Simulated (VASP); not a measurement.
Se:

```xyz
3
Lattice="4.3662 0.0000 0.0000 -2.1831 3.7812 0.0000 0.0000 0.0000 4.9536" Properties=species:S:1:pos:R:3 pbc="T T T"
Se    1.6910    2.9289    0.0000
Se   -0.4921    0.8523    3.3024
Se    0.9841    0.0000    1.6512
```

A sound run:

- Program: VASP 6.6.1
- Task: dielectric tensor
- Functional: LDA
- Potentials or basis: VASP PAW LDA potentials, release 64 (Se)
- Cutoff: 800 eV
- k mesh: 12 × 12 × 10
- Occupations: gaussian, width 0.01 eV
- Spin: no spin polarisation

It gives band gap on the k mesh 0.91 eV, indirect (least direct gap 1.13 eV).

Question: What do these careless settings give instead: cutoff 400 eV in place of 800 eV; k mesh 7 × 7 × 5 in place of 12 × 12 × 10?

Answer: Band gap on the k mesh 1.14 eV, indirect (least direct gap 1.53 eV). The run converged, but these numbers show the error of the settings and aren't properties of the crystal.
